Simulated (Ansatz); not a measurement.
TiSi2:

```xyz
6
Lattice="0.0000 4.1175 4.2629 2.3895 0.0000 4.2629 2.3895 4.1175 0.0000" Properties=species:S:1:pos:R:3 pbc="T T T"
Ti    3.5843    6.1763    6.3943
Ti    2.3895    4.1175    4.2629
Si    1.1948    3.3975    2.1314
Si    1.1948    0.7200    2.1314
Si    2.3895    1.3387    4.2629
Si    2.3895    6.8963    4.2629
```

The cell is a database's computed one.

Base run:

- Program: Ansatz 0.2.0
- Functional: PBE
- Potentials or basis: Ansatz PAW
- Cutoff: 420 eV (not typed: the program's choice for these potentials)
- k mesh: 7 × 7 × 7
- Occupations: fermi-dirac, width 0.05 eV
- Spin: no spin polarisation
- Hubbard terms: Ti d U = 6 eV

Its results: band gap on the k mesh none (metal or under the smearing width); pressure 7.6 GPa; largest force 0.153 eV/Å.

The run is repeated on the same cell with these changes: hubbard terms from Ti d U = 6 eV to Ti d U = 4 eV. What comes out?

Band gap on the k mesh none (metal or under the smearing width); pressure 5.4 GPa; largest force 0.096 eV/Å.

Caveats: U without spin polarisation on a metal has little footing; the U is typed as a test and isn't derived for this compound.
